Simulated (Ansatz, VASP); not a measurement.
## KCl in VASP and in Ansatz

```xyz
2
Lattice="0.0000 3.2254 3.2254 3.2254 0.0000 3.2254 3.2254 3.2254 0.0000" Properties=species:S:1:pos:R:3 pbc="T T T"
K     0.0000    0.0000    0.0000
Cl    3.2254    3.2254    3.2254
```

Change from the starting cell: hydrostatic strain +2.6%.

Alike in both runs: task single point; functional PBE; k mesh 8 × 8 × 8; occupations fermi-dirac, width 0.02 eV; no spin polarisation.

```csv
,VASP,Ansatz
version,VASP 6.6.1,Ansatz 0.2.0
potentials or method,"VASP PAW PBE potentials, release 64 (K_sv, Cl)","plane waves, PAW"
plane-wave cutoff (eV),520,420
valence electrons in the cell,16,16
```

|  | VASP | Ansatz | Ansatz less VASP |
| --- | --- | --- | --- |
| gap on the k mesh at the Fermi level (eV) | 4.94 | 4.94 | +0.002 |
| pressure (GPa) | -0.5 | -0.5 | -0.01 |

The functional is the same, so the differences come from potentials, cutoffs and numerics.

A k mesh can miss the band edges.
